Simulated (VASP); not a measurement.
Wanted: the native input for a VASP 6.6.1 run.

```yaml
Task: single point
Functional: PBE
Potentials_or_basis: VASP PAW PBE potentials, release 64 (Ga_d)
Cutoff: 520 eV
k_mesh: 8 × 8 × 4
Occupations: gaussian, width 0.05 eV
Spin: no spin polarisation
Dipole_correction: no
Further_INCAR_settings: ALGO = Normal; EDIFF = 1e-06; NBANDS = 20
```

The structure of Ga lies in POSCAR:

```
Ga
1.0
    2.9976121741      0.0000000000      0.0000000000
   -1.4988060871      2.5960082935      0.0000000000
    0.0000000000      0.0000000000      4.8979009819
Ga
2
Direct
    0.3333333333      0.6666666667      0.7500000000
    0.6666666667      0.3333333333      0.2500000000
```

The cell was built by a generator and needn't be a form met in nature.

These files were run (other wordings do the same):

INCAR

```
SYSTEM = Ga
PREC = Accurate ; ENCUT = 520
EDIFF = 1E-6 ; ISMEAR = 0
SIGMA = 0.05 ; LREAL = .False.
LASPH = .True. ; NELM = 100
ALGO = Normal ; ISIF = 2
LWAVE = .False. ; LCHARG = .False.
GGA = PE ; NBANDS = 20
```

KPOINTS

```
Automatic mesh
0
Gamma
  8 8 4
  0 0 0
```

Potentials or basis: VASP PAW PBE potentials, release 64 (Ga_d).

Launch:

```sh
$ cat potpaw_PBE.64/Ga_d/POTCAR > POTCAR
$ mpirun -np 1 vasp_std > vasp.out
```

Results of the run:

The pressure is -0.1 GPa and the band gap on the k mesh is none (metal or under the smearing width).

Wall time 8.3 s on 1 thread of AMD EPYC 9R45 96-Core Processor (Zen 5), on a shared host, peak memory 0.13 GiB.
